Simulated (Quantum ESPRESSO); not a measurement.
The system is GaP.

```xyz
2
Lattice="0.0000 2.7252 2.7252 2.7252 0.0000 2.7252 2.7252 2.7252 0.0000" Properties=species:S:1:pos:R:3 pbc="T T T"
Ga    0.0000    0.0000    0.0000
P     4.0879    4.0879    4.0879
```

Base run:

* Program: Quantum ESPRESSO 7.5
* Functional: AM05
* Potentials or basis: PseudoDojo 0.4.1 SR PBE standard
* Cutoff: 1088 eV
* Density cutoff: 4354 eV
* k mesh: 6 × 6 × 6, shifted
* Occupations: fermi-dirac, width 0.05 eV
* Spin: no spin polarisation

Its results: pressure -0.1 GPa; electronic dielectric tensor (diagonal) 10.75.

Task: The run is repeated on the same cell with these changes: functional from AM05 to LDA; potentials or basis from PseudoDojo 0.4.1 SR PBE standard to PseudoDojo 0.4.1 SR LDA standard. What comes out?

Result: Pressure -2.9 GPa; electronic dielectric tensor (diagonal) 11.07.

Caveats: the potentials were made for another functional, which shifts forces and pressure (some runs).
